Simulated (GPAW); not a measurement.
Be in GPAW: convergence with basis set

Input of the first run (basis set lcao:szp(dzp)); the others differ in this setting and in those tied to it:

The input run.py:

```python
from ase.dft.bandgap import bandgap
from ase.io import read, write
from gpaw import GPAW

atoms = read('Be.xyz')

calc = GPAW(mode='lcao',
            h=0.16,
            basis='szp(dzp)',
            xc='LDA',
            kpts={'size': (15, 15, 15), 'gamma': True},
            occupations={'name': 'fermi-dirac', 'width': 0.05},
            convergence={'density': 1e-05, 'energy': 1e-05},
            maxiter=100,
            txt='gpaw.txt')
atoms.calc = calc
energy = atoms.get_potential_energy()
forces = atoms.get_forces()
calc.write('gs.gpw')
write('result.traj', atoms)
print(f'Energy: {energy:.6f} eV')
print('Forces (eV/A):')
print(forces.round(4))
print('Fermi level:', round(calc.get_fermi_level(), 4), 'eV')
print(f'Gap: {bandgap(calc)[0]:.4f} eV, direct: {bandgap(calc, direct=True)[0]:.4f} eV')
```

Contents of Be.xyz:

```xyz
1
Lattice="-1.2531209513 1.2531209513 1.2531209513 1.2531209513 -1.2531209513 1.2531209513 1.2531209513 1.2531209513 -1.2531209513" Properties=species:S:1:pos:R:3 pbc="T T T"
Be     0.0000000000      0.0000000000      0.0000000000
```

Potentials or basis: the program's PAW data sets (release 1.2.1) made for this functional, lcao:szp(dzp).

Command:

```sh
$ OMP_NUM_THREADS=1 python run.py
```

This isn't the form of Be at room conditions, which is hcp.

Hardware: 1 thread of Intel(R) Xeon(R) Platinum 8375C CPU @ 2.90GHz (Ice Lake), on a shared host.

```
    basis set  energy less the tightest run, at zero smearing (meV/atom)  SCF cycles  CPU time (s)  peak memory (GiB)
 lcao:sz(dzp)                                                    crashed           -             -                  -
lcao:szp(dzp)                                                     704.20           6           110               0.13
 lcao:dz(dzp)                                                    5108.23           6            26               0.12
     lcao:dzp                                                     619.79           7           130               0.13
           fd                                                       0.59           9            11               0.16
           pw                                                       0.00           7           6.4               0.13
```

Against the tightest run, the energy stays within 1 meV/atom from fd on. The tightest run that finished is the yardstick and may itself not be fully converged.
